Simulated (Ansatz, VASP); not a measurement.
# Mg in VASP and in Ansatz

The input INCAR:

```
SYSTEM = Mg
  PREC = Accurate
  ENCUT = 520
  EDIFF = 1E-6
  ISMEAR = 0
  SIGMA = 0.1
  LREAL = .False.
  LASPH = .True.
  NELM = 100
  ALGO = Normal
  ISIF = 2
  LWAVE = .False.
  LCHARG = .False.
  GGA = PE
  NBANDS = 7
```

The input KPOINTS:

```
Automatic mesh
0
Gamma
  6 6 6
  0 0 0
```

File POSCAR:

```
Mg
1.0
    0.0000000000      2.5148403293      2.5148403293
    2.5148403293      0.0000000000      2.5148403293
    2.5148403293      2.5148403293      0.0000000000
Mg
1
Direct
    0.0000000000      0.0000000000      0.0000000000
```

Input for Ansatz:

```yaml
crystal:
  lattice:
    - [0.0, 2.5148403293, 2.5148403293]
    - [2.5148403293, 0.0, 2.5148403293]
    - [2.5148403293, 2.5148403293, 0.0]
  atoms:
    - { symbol: Mg, position: [0.0, 0.0, 0.0] }
basis:
  ecutwfc: 420
kpoints:
  mp_grid: { grid: [6, 6, 6] }
hamiltonian:
  xc: pbe
scf:
  occupations: { method: gaussian, width: 0.1 }
output:
  forces: true
  stress: true
  eigenvalues: true
```

Alike in both runs: task single point; functional PBE; k mesh 6 × 6 × 6; occupations gaussian, width 0.1 eV; no spin polarisation.

|  | VASP | Ansatz |
| --- | --- | --- |
| version | VASP 6.6.1 | Ansatz 0.2.0 |
| potentials or method | VASP PAW PBE potentials, release 64 (Mg) | scalar-relativistic, plane waves, PAW |
| plane-wave cutoff (eV) | 520 | 420 |
| valence electrons in the cell | 2 | 10 |

|  | VASP | Ansatz | Ansatz less VASP |
| --- | --- | --- | --- |
| gap on the k mesh at the Fermi level (eV) | none | none | - |
| pressure (GPa) | -5.3 | -5.3 | +0.05 |

A gap of «none» marks a metal or a gap that the smearing closes. The two sets of potentials don't hold the same shells in valence.

Caveats: the k mesh is coarse (spacing up to 0.36 Å⁻¹), so the values aren't converged.
